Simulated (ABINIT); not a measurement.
# CdSe (Cadmoselite) (P6_3mc) in ABINIT: single point with PBE

Aim: the single point of CdSe (Cadmoselite) with PBE.

All numbers are computed with ABINIT 10.8.3 (patched build); they aren't measurements. Logs are shortened: lines on timing, memory, paths and dates and some standing lists are left out, and cuts for length are marked. The log counts tension as positive stress, the text compression.

**Experimental background.**

A printed reference work, data compilation reports, for a bulk crystal of CdSe at 2 K: band gap 1.841 eV.

How close the calculation comes is told below.

## (1) The crystal as given

Symmetry: P6_3mc, No. 186, hexagonal system. Conventional cell: a = 4.300 Å, b = 4.300 Å, c = 7.020 Å, α = 90.00°, β = 90.00°, γ = 120.00°. Cd (site symmetry 3m) has 4 Se at 2.61 to 2.70 Å as nearest neighbours. Around Se (site symmetry 3m) lie 4 Cd at 2.61 to 2.70 Å.

## (2) Single point, PBE

run.abi

```
# Pseudopotentials
pp_dirpath "./"
pseudos "Cd.upf, Se.upf"

# Structure
acell 3*1.0 Angstrom
rprim
     4.3000000000     0.0000000000     0.0000000000
    -2.1500000000     3.7239092363     0.0000000000
     0.0000000000     0.0000000000     7.0200000000
ntypat 2
znucl 48 34
natom 4
typat 1 1 2 2
xred
     0.6666666667     0.3333333333     0.5000000000
     0.3333333333     0.6666666667     0.0000000000
     0.6666666667     0.3333333333     0.8850000000
     0.3333333333     0.6666666667     0.3850000000

# Plane-wave basis
ecut 47.0

# k points
kptopt 1
ngkpt 5 5 3
nshiftk 1
shiftk 0.0 0.0 0.0

# Exchange and correlation
ixc 11

# Bands and occupations
nband 44
occopt 3
tsmear 0.00183747

# SCF cycle
nstep 100
tolvrs 1.0e-10

# Output
iomode 3
prtwf 0
prtden 0
prteig 0
prtebands 0
```

Potentials or basis: PseudoDojo NC SR PBE v0.4.1 standard.

Command:

```
> mpirun --bind-to none -np 4 abinit run.abi > log 2>&1
```

run.abo:

```text
.Version 10.8.3 of ABINIT
 Symmetries : space group P6_3 m c (#186); Bravais hP (primitive hexag.)
================================================================================
 Values of the parameters that define the memory need of the present run
     intxc =       0    ionmov =       0      iscf =       7    lmnmax =       6
     lnmax =       6     mgfft =      90  mpssoang =       3    mqgrid =    4095
     natom =       4  nloc_mem =       1    nspden =       1   nspinor =       1
    nsppol =       1      nsym =      12    n1xccc =    2501    ntypat =       2
    occopt =       3   xclevel =       2
       mpw =       11712          nfft =      262440          nkpt =          10
================================================================================
================================================================================

--------------------------------------------------------------------------------
------------- Echo of variables that govern the present computation ------------
--------------------------------------------------------------------------------
 -outvars: echo values of preprocessed input variables --------
            acell      1.8897261259E+00  1.8897261259E+00  1.8897261259E+00 Bohr
              amu      1.12411000E+02  7.89600000E+01
             ecut      4.70000000E+01 Hartree
              ixc          11
         kptrlatt        5    0    0      0    5    0      0    0    3
          kptrlen      3.97976322E+01
            natom           4
            nband          44
            ngfft          54      54      90
             nkpt          10
            nstep         100
             nsym          12
           ntypat           2
           occopt           3
           prtden           0
        prtebands           0
           prteig           0
            prtwf           0
            rprim      4.3000000000E+00  0.0000000000E+00  0.0000000000E+00
                      -2.1500000000E+00  3.7239092363E+00  0.0000000000E+00
                       0.0000000000E+00  0.0000000000E+00  7.0200000000E+00
          spgroup         186
           tolvrs      1.00000000E-10
           tsmear      1.83747000E-03 Hartree
            typat      1  1  2  2
           xangst      2.1500000000E+00  1.2413030788E+00  3.5100000000E+00
                      -3.9290183583E-16  2.4826061575E+00  0.0000000000E+00
                       2.1500000000E+00  1.2413030788E+00  6.2127000000E+00
                      -3.9290183583E-16  2.4826061575E+00  2.7027000000E+00
            xcart      4.0629111707E+00  2.3457228581E+00  6.6329387019E+00
                      -7.4247686409E-16  4.6914457162E+00  0.0000000000E+00
                       4.0629111707E+00  2.3457228581E+00  1.1740301502E+01
                      -7.4247686409E-16  4.6914457162E+00  5.1073628005E+00
             xred      6.6666666667E-01  3.3333333333E-01  5.0000000000E-01
                       3.3333333333E-01  6.6666666667E-01  0.0000000000E+00
                       6.6666666667E-01  3.3333333333E-01  8.8500000000E-01
                       3.3333333333E-01  6.6666666667E-01  3.8500000000E-01
            znucl       48.00000   34.00000

================================================================================

 chkinp: Checking input parameters for consistency.

================================================================================
== DATASET  1 ==================================================================

--- !DatasetInfo
iteration_state: {dtset: 1, }
dimensions: {natom: 4, nkpt: 10, mband: 44, nsppol: 1, nspinor: 1, nspden: 1, mpw: 11712, }
cutoff_energies: {ecut:  47.0, pawecutdg:  -1.0, }
electrons: {nelect:   7.20000000E+01, charge:   0.00000000E+00, occopt:   3.00000000E+00, tsmear:   1.83747000E-03, }
meta: {optdriver: 0, ionmov: 0, optcell: 0, iscf: 7, paral_kgb: 0, }
...

 Exchange-correlation functional for the present dataset will be:
  GGA: Perdew-Burke-Ernzerhof functional - ixc=11
  J.P.Perdew, K.Burke, M.Ernzerhof, PRL 77, 3865 (1996)

 Real(R)+Recip(G) space primitive vectors, cartesian coordinates (Bohr,Bohr^-1):
 R(1)=  8.1258223  0.0000000  0.0000000  G(1)=  0.1230645  0.0710513  0.0000000
 R(2)= -4.0629112  7.0371686  0.0000000  G(2)=  0.0000000  0.1421026  0.0000000
 R(3)=  0.0000000  0.0000000 13.2658774  G(3)=  0.0000000  0.0000000  0.0753814
 Unit cell volume ucvol=  7.5857977E+02 bohr^3
 Angles (23,13,12)=  9.00000000E+01  9.00000000E+01  1.20000000E+02 degrees

 getcut: wavevector=  0.0000  0.0000  0.0000  ngfft=  54  54  90
         ecut(hartree)=     47.000   => boxcut(ratio)=   2.15383

[... 62 lines left out ...]
pressure_GPa:   2.7729E+00
xred      :
- [  6.6667E-01,   3.3333E-01,   5.0000E-01, Cd]
- [  3.3333E-01,   6.6667E-01,   0.0000E+00, Cd]
- [  6.6667E-01,   3.3333E-01,   8.8500E-01, Se]
- [  3.3333E-01,   6.6667E-01,   3.8500E-01, Se]
cartesian_forces: # hartree/bohr
- [ -0.00000000E+00,  -0.00000000E+00,   5.59696245E-03, ]
- [ -0.00000000E+00,  -0.00000000E+00,   5.59696245E-03, ]
- [ -0.00000000E+00,  -0.00000000E+00,  -5.59696245E-03, ]
- [ -0.00000000E+00,  -0.00000000E+00,  -5.59696245E-03, ]
force_length_stats: {min:   5.59696245E-03, max:   5.59696245E-03, mean:   5.59696245E-03, }
...

 Integrated electronic density in atomic spheres:
 ------------------------------------------------
 Atom  Sphere_radius  Integrated_density
    1        2.00000         17.17430267
    2        2.00000         17.17430267
    3        2.00000         13.25508401
    4        2.00000         13.25508401
================================================================================

 ----iterations are completed or convergence reached----

 Mean square residual over all n,k,spin=   46.573E-09; max=  11.174E-06
 reduced coordinates (array xred) for    4 atoms
       0.666666666667      0.333333333333      0.500000000000
       0.333333333333      0.666666666667      0.000000000000
       0.666666666667      0.333333333333      0.885000000000
       0.333333333333      0.666666666667      0.385000000000
 rms dE/dt=  4.2867E-02; max dE/dt=  7.4264E-02; dE/dt below (all hartree)
    1       0.000000000000      0.000000000000     -0.074233719412
    2       0.000000000000      0.000000000000     -0.074233719412
    3       0.000000000000      0.000000000000      0.074263515939
    4       0.000000000000      0.000000000000      0.074263515939

 cartesian coordinates (angstrom) at end:
    1      2.15000000000000     1.24130307876667     3.51000000000000
    2     -0.00000000000000     2.48260615753333     0.00000000000000
    3      2.15000000000000     1.24130307876667     6.21270000000000
    4     -0.00000000000000     2.48260615753333     2.70270000000000

 cartesian forces (hartree/bohr) at end:
    1     -0.00000000000000    -0.00000000000000     0.00559696244845
    2     -0.00000000000000    -0.00000000000000     0.00559696244845
    3     -0.00000000000000    -0.00000000000000    -0.00559696244845
    4     -0.00000000000000    -0.00000000000000    -0.00559696244845
 frms,max,avg= 3.2314078E-03 5.5969624E-03   0.000E+00  0.000E+00 -1.123E-06 h/b

 cartesian forces (eV/Angstrom) at end:
    1     -0.00000000000000    -0.00000000000000     0.28780738088194
    2     -0.00000000000000    -0.00000000000000     0.28780738088194
    3     -0.00000000000000    -0.00000000000000    -0.28780738088194
    4     -0.00000000000000    -0.00000000000000    -0.28780738088194
 frms,max,avg= 1.6616567E-01 2.8780738E-01   0.000E+00  0.000E+00 -5.775E-05 e/A
 length scales=  1.889726125908  1.889726125908  1.889726125908 bohr
              =  1.000000000000  1.000000000000  1.000000000000 angstroms
 Fermi (or HOMO) energy (hartree) =   0.16071   Average Vxc (hartree)=  -0.34312
 Eigenvalues (hartree) for nkpt=  10  k points:
 kpt#   1, nband= 44, wtk=  0.01333, kpt=  0.0000  0.0000  0.0000 (reduced coord)
  -3.58982   -3.58982   -2.15894   -2.15893   -2.15883   -2.15883   -2.15882   -2.15882
  -1.56932   -1.56932   -1.56932   -1.56932   -1.56877   -1.56877   -1.56877   -1.56877
  -1.56872   -1.56871   -0.31588   -0.30239   -0.14463   -0.14463   -0.14259   -0.14259
  -0.14235   -0.13152   -0.13152   -0.12915   -0.12915   -0.11883   -0.00869    0.12058
   0.12058    0.14648    0.14688    0.14688    0.17257    0.22478    0.36329    0.36329
   0.37269    0.40414    0.40414    0.43027
      occupation numbers for kpt#   1
   2.00000    2.00000    2.00000    2.00000    2.00000    2.00000    2.00000    2.00000
   2.00000    2.00000    2.00000    2.00000    2.00000    2.00000    2.00000    2.00000
   2.00000    2.00000    2.00000    2.00000    2.00000    2.00000    2.00000    2.00000
   2.00000    2.00000    2.00000    2.00000    2.00000    2.00000    2.00000    2.00000
   2.00000    1.99913    1.99892    1.99892    0.00315    0.00000    0.00000    0.00000
   0.00000    0.00000    0.00000    0.00000
 prteigrs : prtvol=0 or 1, do not print more k-points.

--- !EnergyTerms
iteration_state     : {dtset: 1, }
comment             : Components of total free energy in Hartree
kinetic             :  2.79794579185932E+02
hartree             :  2.02011177676559E+02
xc                  : -9.69213447231998E+01
Ewald energy        : -3.05864710014412E+02
psp_core            :  1.00035506211547E+01
local_psp           : -5.84609328190779E+02
non_local_psp       : -9.76425741016500E+01
internal            : -5.93228649546395E+02
'-kT*entropy'       : -1.25337642903538E-06
total_energy        : -5.93228650799771E+02
total_energy_eV     : -1.61425739490948E+04
band_energy         : -7.46745935512548E+01
...

 Cartesian components of stress tensor (hartree/bohr^3)
  sigma(1 1)= -1.18131337E-04  sigma(3 2)=  0.00000000E+00
  sigma(2 2)= -1.18131338E-04  sigma(3 1)=  0.00000000E+00
  sigma(3 3)= -4.64877610E-05  sigma(2 1)=  0.00000000E+00

-Cartesian components of stress tensor (GPa)         [Pressure=  2.7729E+00 GPa]
- sigma(1 1)= -3.47554394E+00  sigma(3 2)=  0.00000000E+00
- sigma(2 2)= -3.47554394E+00  sigma(3 1)=  0.00000000E+00
- sigma(3 3)= -1.36771715E+00  sigma(2 1)=  0.00000000E+00

== END DATASET(S) ==============================================================
================================================================================

 -outvars: echo values of variables after computation  --------
            acell      1.8897261259E+00  1.8897261259E+00  1.8897261259E+00 Bohr
           etotal     -5.9322865080E+02
            fcart     -0.0000000000E+00 -0.0000000000E+00  5.5969624485E-03
                      -0.0000000000E+00 -0.0000000000E+00  5.5969624485E-03
                      -0.0000000000E+00 -0.0000000000E+00 -5.5969624485E-03
                      -0.0000000000E+00 -0.0000000000E+00 -5.5969624485E-03
            rprim      4.3000000000E+00  0.0000000000E+00  0.0000000000E+00
                      -2.1500000000E+00  3.7239092363E+00  0.0000000000E+00
                       0.0000000000E+00  0.0000000000E+00  7.0200000000E+00
           strten     -1.1813133732E-04 -1.1813133751E-04 -4.6487761019E-05
                       0.0000000000E+00  0.0000000000E+00  0.0000000000E+00
           xangst      2.1500000000E+00  1.2413030788E+00  3.5100000000E+00
                      -3.9290183583E-16  2.4826061575E+00  0.0000000000E+00
                       2.1500000000E+00  1.2413030788E+00  6.2127000000E+00
                      -3.9290183583E-16  2.4826061575E+00  2.7027000000E+00
             xred      6.6666666667E-01  3.3333333333E-01  5.0000000000E-01
                       3.3333333333E-01  6.6666666667E-01  0.0000000000E+00
                       6.6666666667E-01  3.3333333333E-01  8.8500000000E-01
                       3.3333333333E-01  6.6666666667E-01  3.8500000000E-01
 Calculation completed.
```

It took 2.8 min on 4 MPI ranks of Arm Neoverse N1, shared host; peak memory 0.64 GiB.

Results:

- Free energy: -16142.5739 eV
- Largest force: 0.288 eV/Å
- Band gap on the k mesh: 0.70 eV, direct
- Valence electrons inside the program's atomic spheres: Cd 17.17; Se 13.26

Forces in eV/Å, atoms in the order of the input:
```
Cd   0.000  0.000  0.288
Cd   0.000  0.000  0.288
Se   0.000  0.000 -0.288
Se   0.000  0.000 -0.288
```

Levels at points of the mesh, in eV from the valence-band top:
```csv
k point,band 32,band 33,band 34,band 35,band 36,band 37,band 38,band 39,band 40,band 41
"(0.00, 0.00, 0.00)",-0.72,-0.72,-0.01,0.00,0.00,0.70,2.12,5.89,5.89,6.14
```

Caveat: the cutoff is too short for stress, so the log's stress isn't used.

## (3) Comparison with measurements

Step 2. Measured gap of CdSe: 1.841 eV (2 K; a printed reference work, data compilation). This calculation gives 0.70 eV (-1.14 eV). So large a miss can be the level of theory's own, or it may mean another phase, state or a wrong row. Spin-orbit coupling on Cd, Se is left out. The value is that of PBE, without temperature or zero-point motion. Semilocal functionals fall short of measured gaps as a rule.
